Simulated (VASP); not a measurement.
# Sb (Pm-3m) in VASP: elastic constants with LDA

Aim: the elastic constants of Sb with LDA.

Program: VASP 6.6.1. These are calculated values, not measurements. Logs are shortened: lines on timing, memory, paths and dates and some standing lists are left out, and cuts for length are marked.

## Step 1: The structure

The structure is cubic, space group Pm-3m (No. 221). The conventional cell has a = 3.083 Å, b = 3.083 Å, c = 3.083 Å, α = 90.00°, β = 90.00°, γ = 90.00°. Sb (site symmetry m-3m) is surrounded by 6 Sb at 3.08 Å.

This isn't the form of Sb at room conditions, which is rhombohedral.

## Step 2: Elastic constants, LDA

POSCAR

```
Sb
1.0
    3.0833436100      0.0000000000      0.0000000000
    0.0000000000      3.0833436100      0.0000000000
    0.0000000000      0.0000000000      3.0833436100
Sb
1
Direct
    0.0000000000      0.0000000000      0.0000000000
```

INCAR.step1

```
SYSTEM = Sb
ALGO = Fast
EDIFF = 1E-8
EDIFFG = -0.002
ENCUT = 600
IBRION = 2
ISIF = 3
ISMEAR = 0
LASPH = .True.
LCHARG = .False.
LREAL = .False.
LWAVE = .False.
NELM = 100
NSW = 40
PREC = Accurate
SIGMA = 0.1
```

INCAR.step2

```
SYSTEM = Sb
ALGO = Fast
EDIFF = 1E-8
ENCUT = 600
IBRION = 6
ISIF = 3
ISMEAR = 0
LASPH = .True.
LCHARG = .False.
LREAL = .False.
LWAVE = .False.
NELM = 100
NFREE = 2
NSW = 1
POTIM = 0.015
PREC = Accurate
SIGMA = 0.1
```

KPOINTS

```
k-points
0
Gamma
  18 18 18
  0 0 0
```

Potentials or basis: VASP PAW LDA potentials, release 64 (Sb).

Command:

```bash
cat potpaw_LDA.64/Sb/POTCAR > POTCAR
cp INCAR.step1 INCAR
mpirun -np 1 vasp_std > vasp.out
cp CONTCAR POSCAR
cp INCAR.step2 INCAR
mpirun -np 1 vasp_std > vasp.out
```

OUTCAR:

```text
SYSTEM = Sb
   EDIFF = 1E-8
   ENCUT = 600
   IBRION = 6
   ISIF = 3
   ISMEAR = 0
   LASPH = .True.
   LREAL = .False.
   NELM = 100
   NFREE = 2
   NSW = 1
   POTIM = 0.015
   PREC = Accurate

 ion  position               nearest neighbor table
   1  0.000  0.000  0.000-

  LATTYP: Found a simple cubic cell.
 ALAT       =     3.0456583948

  Lattice vectors:

 A1 = (   3.0456583948,   0.0000000000,   0.0000000000)
 A2 = (   0.0000000000,   3.0456583948,   0.0000000000)
 A3 = (   0.0000000000,   0.0000000000,   3.0456583948)

Analysis of symmetry for initial positions (statically):
=====================================================================
 Subroutine PRICEL returns:
 Original cell was already a primitive cell.

 Routine SETGRP: Setting up the symmetry group for a
 simple cubic supercell.

 Subroutine GETGRP returns: Found 48 space group operations
 (whereof 48 operations were pure point group operations)
 out of a pool of 48 trial point group operations.

The static configuration has the point symmetry O_h .

Analysis of symmetry for dynamics (positions and initial velocities):
=====================================================================
 Subroutine PRICEL returns:
 Original cell was already a primitive cell.

 Routine SETGRP: Setting up the symmetry group for a
 simple cubic supercell.

 Subroutine GETGRP returns: Found 48 space group operations
 (whereof 48 operations were pure point group operations)
 out of a pool of 48 trial point group operations.

The dynamic configuration has the point symmetry O_h .

 Subroutine INISYM returns: Found 48 space group operations
 (whereof 48 operations are pure point group operations),
 and found     1 'primitive' translations

----------------------------------------------------------------------------------------

                                     Primitive cell

  volume of cell :      28.2516

  direct lattice vectors                    reciprocal lattice vectors
     3.045658395  0.000000000  0.000000000     0.328336232  0.000000000  0.000000000
     0.000000000  3.045658395  0.000000000     0.000000000  0.328336232  0.000000000
     0.000000000  0.000000000  3.045658395     0.000000000  0.000000000  0.328336232

  length of vectors
     3.045658395  3.045658395  3.045658395     0.328336232  0.328336232  0.328336232

  position of ions in fractional coordinates (direct lattice)
     0.000000000  0.000000000  0.000000000

  ion indices of the primitive-cell ions
   primitive index   ion index
                 1           1

----------------------------------------------------------------------------------------

 KPOINTS: k-points

Automatic generation of k-mesh.
 Grid dimensions read from file:
 generate k-points for:   18   18   18

 Generating k-lattice:

  Cartesian coordinates                     Fractional coordinates (reciprocal lattice)
     0.018240902  0.000000000  0.000000000     0.055555556  0.000000000  0.000000000
     0.000000000  0.018240902  0.000000000     0.000000000  0.055555556  0.000000000
     0.000000000  0.000000000  0.018240902     0.000000000  0.000000000  0.055555556

  Length of vectors
     0.018240902  0.018240902  0.018240902

  Shift w.r.t. Gamma in fractional coordinates (k-lattice)
     0.000000000  0.000000000  0.000000000

 Subroutine IBZKPT returns following result:
 ===========================================

[... 83 lines left out ...]
  volume of cell :       28.25
 maximum number of plane-waves:       968
   NGX = 13   NGY = 13   NGZ = 13

--------------------------------------- Ionic step        1  -------------------------------------------

 number of electron       4.9999999 magnetization

 Free energy of the ion-electron system (eV)
  ---------------------------------------------------
  ext. energy  EPLUGINS =         0.00000000
  ---------------------------------------------------
  free energy    TOTEN  =        -4.79256941 eV

  energy without entropy =       -4.78992298  energy(sigma->0) =       -4.79124619

------------------------ aborting loop because EDIFF is reached ----------------------------------------

  FORCE on cell =-STRESS in cart. coord.  units (eV):
  Direction    XX          YY          ZZ          XY          YZ          ZX
  --------------------------------------------------------------------------------------
  -------------------------------------------------------------------------------------
  Total       -0.0005861     -0.0005861     -0.0005861     -0.0000000     -0.0000000      0.0000000
  in kB       -0.0332395     -0.0332395     -0.0332395     -0.0000000     -0.0000000      0.0000000
  external PRESSURE =      -0.0332395 kB  Pullay stress =       0.0000000 kB
[... 86 lines left out ...]
  FREE ENERGIE OF THE ION-ELECTRON SYSTEM (eV)
  ---------------------------------------------------
  free  energy   TOTEN  =        -4.7893071207 eV

  energy  without entropy=       -4.7865749560  energy(sigma->0) =       -4.78794104

 E-fermi :   7.5136     XC(G=0):  -9.9663

 val. band max:        7.4888641242   @ k =   0.3889   0.3889   0.3333
 cond. band min:       7.5178167471   @ k =   0.3333   0.0556   0.2222
 fundamental gap:      0.0289526229
 Fermi energy:         7.5136076391

 k-point     1 :       0.0000    0.0000    0.0000
  band No.  band energies     occupation
      1      -5.2072      2.00000
      2      10.5487      0.00000
      3      10.9778      0.00000
      4      10.9778      0.00000
      5      14.3182      0.00000
      6      14.5341      0.00000
[... 199 lines left out ...]
 k-point    24 :       0.3333    0.1111    0.0000
  band No.  band energies     occupation
      1      -3.4231      2.00000
      2       3.8319      2.00000
      3      10.5134      0.00000
      4      12.1828      0.00000
      5      16.0228      0.00000
      6      17.2651      0.00000

 [... further k-points ...]

[... ionic steps 4 to 12 ...]

--------------------------------------- Ionic step       13  -------------------------------------------

 number of electron       5.0000000 magnetization

------------------------ aborting loop because EDIFF is reached ----------------------------------------
[... 65 lines left out ...]
--------------------------------------- Ionic step       15  -------------------------------------------

 number of electron       5.0000000 magnetization

 Free energy of the ion-electron system (eV)
  ---------------------------------------------------
  ext. energy  EPLUGINS =         0.00000000
  ---------------------------------------------------
  free energy    TOTEN  =        -4.79256963 eV

  energy without entropy =       -4.78992320  energy(sigma->0) =       -4.79124642

 E-fermi :   7.7281     XC(G=0): -10.0291

 val. band max:        7.7201931304   @ k =   0.1667   0.0556   0.0000
 cond. band min:       7.7634977435   @ k =   0.2778   0.2222   0.1667
 fundamental gap:      0.0433046131
 Fermi energy:         7.7281185014

 k-point     1 :       0.0000    0.0000    0.0000
  band No.  band energies     occupation
      1      -5.1272      2.00000
      2      11.0706      0.00000
      3      11.0706      0.00000
      4      11.0706      0.00000
      5      14.6515      0.00000
      6      14.6515      0.00000
[... 235 lines left out ...]
  FREE ENERGIE OF THE ION-ELECTRON SYSTEM (eV)
  ---------------------------------------------------
  free  energy   TOTEN  =        -4.7925696314 eV

  energy  without entropy=       -4.7899232003  energy(sigma->0) =       -4.79124642

 INTERNAL STRAIN TENSORS FROM STRAINED CELLS
 ============================================

 INTERNAL STRAIN TENSOR FOR ION    1 for displacements in x,y,z  (eV/Angst):
          X           Y           Z          XY          YZ          ZX
  --------------------------------------------------------------------------------
  x     0.00000     0.00000     0.00000     0.00000     0.00000    -0.00000
  y     0.00000     0.00000     0.00000     0.00000     0.00000     0.00000
  z     0.00000     0.00000     0.00000     0.00000     0.00000     0.00000

 INTERNAL STRAIN TENSORS FROM DISPLACED ATOMS
 ============================================

 INTERNAL STRAIN TENSOR FOR ION    1 for displacements in x,y,z  (eV/Angst):
          X           Y           Z          XY          YZ          ZX
  --------------------------------------------------------------------------------
  x     0.00000     0.00000     0.00000     0.00000     0.00000     0.00000
  y     0.00000     0.00000     0.00000     0.00000     0.00000     0.00000
  z     0.00000     0.00000     0.00000     0.00000     0.00000     0.00000

 Eigenvectors and eigenvalues of the dynamical matrix
 ----------------------------------------------------

   1 f  =    0.000000 THz     0.000000 2PiTHz    0.000000 cm-1     0.000000 meV
             X         Y         Z           dx          dy          dz
      0.000000  0.000000  0.000000     1.000000    0.000000    0.000000

   2 f  =    0.000000 THz     0.000000 2PiTHz    0.000000 cm-1     0.000000 meV
             X         Y         Z           dx          dy          dz
      0.000000  0.000000  0.000000     0.000000    1.000000    0.000000

   3 f  =    0.000000 THz     0.000000 2PiTHz    0.000000 cm-1     0.000000 meV
             X         Y         Z           dx          dy          dz
      0.000000  0.000000  0.000000     0.000000    0.000000    1.000000

--------------------------------------------------------------------------------------------------------

 ELASTIC MODULI CONTR FROM IONIC RELAXATION (kBar)
 Direction    XX          YY          ZZ          XY          YZ          ZX
 --------------------------------------------------------------------------------
 XX           0.0000      0.0000      0.0000      0.0000      0.0000      0.0000
 YY           0.0000      0.0000      0.0000      0.0000      0.0000      0.0000
 ZZ           0.0000      0.0000      0.0000      0.0000      0.0000      0.0000
 XY           0.0000      0.0000      0.0000      0.0000      0.0000      0.0000
 YZ           0.0000      0.0000      0.0000      0.0000      0.0000      0.0000
 ZX           0.0000      0.0000      0.0000      0.0000      0.0000      0.0000
 --------------------------------------------------------------------------------

 TOTAL ELASTIC MODULI (kBar)
 Direction    XX          YY          ZZ          XY          YZ          ZX
 --------------------------------------------------------------------------------
 XX        1557.8604    219.4313    219.4313     -0.0000      0.0000      0.0000
 YY         219.4313   1557.8604    219.4313     -0.0000      0.0000     -0.0000
 ZZ         219.4313    219.4313   1557.8604     -0.0000     -0.0000      0.0000
 XY          -0.0000     -0.0000     -0.0000    113.1267      0.0000      0.0000
 YZ           0.0000      0.0000     -0.0000      0.0000    113.1267      0.0000
 ZX           0.0000     -0.0000      0.0000      0.0000      0.0000    113.1267
 --------------------------------------------------------------------------------
```

It took 12 min on 1 thread of Intel Xeon Platinum 8259CL at 2.50GHz (Skylake/Cascade Lake), shared host; peak memory 0.72 GiB.

Results:

```yaml
Relaxed_volume: 28.25 Å³/atom
Relaxed_cell: a = 3.046 Å, b = 3.046 Å, c = 3.046 Å, α = 90.00°, β = 90.00°, γ = 90.00°
Space_group_after_relaxing_to_0.05_Å: Pm-3m (No. 221)
Elastic_constants_C11_C12_C44: 156, 22, 11 GPa
Voigt_bulk_modulus: 67 GPa
```

Step by step:
```tsv
step	energy change (eV)	largest force (eV/Å)	pressure (GPa)	volume (Å³)
1	0.0000	0.0000	-2.27	29.31
2	-0.0044	0.0000	1.67	27.59
3	-0.0078	0.0000	0.00	28.25
```

Final structure:
```yaml
crystal:
  lattice:
    - [3.04566, 0.00000, 0.00000]
    - [0.00000, 3.04566, 0.00000]
    - [0.00000, 0.00000, 3.04566]
  atoms:
    - { symbol: Sb, position: [0.00000, 0.00000, 0.00000] }
```

Elastic tensor in Voigt notation (GPa, in the Cartesian axes of the cell as first typed):
```
156  22  22   0   0   0
 22 156  22   0   0   0
 22  22 156   0   0   0
  0   0   0  11   0   0
  0   0   0   0  11   0
  0   0   0   0   0  11
```

Clamped-ion elastic tensor (GPa):
```
156  22  22   0   0   0
 22 156  22   0   0   0
 22  22 156   0   0   0
  0   0   0  11   0   0
  0   0   0   0  11   0
  0   0   0   0   0  11
```
